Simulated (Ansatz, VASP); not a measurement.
## One calculation of Au, two programs

```
Au
1.0
     2.34562    0.00000    0.00000
     0.00000    2.34562    0.00000
     0.00000    0.00000    2.34562
Au
1
Direct
  0.00000 0.00000 0.00000
```

Change from the starting cell: volume scaled by 0.68, LAPW.

Alike in both runs: task single point; functional LDA; k mesh 14 × 14 × 14; occupations fermi-dirac, width 0.05 eV; no spin polarisation.

```csv
,VASP,Ansatz
version,VASP 6.6.1,Ansatz 0.2.0
potentials or method,"VASP PAW LDA potentials, release 64 (Au), cutoff 520 eV","all-electron LAPW, scalar-relativistic"
```

```csv
,VASP,Ansatz,Ansatz less VASP
pressure (GPa),166.7,165.0,-1.67
```

Ansatz ran all-electron here, so the differences hold the error of VASP's frozen core and of both bases.

Caveats: the cell as given lies far from equilibrium; so large a pressure means that the cell lies far from this level's equilibrium, or that cutoff or potentials fall short (VASP). The runs have no spin-orbit coupling, so splittings on Au are missing.
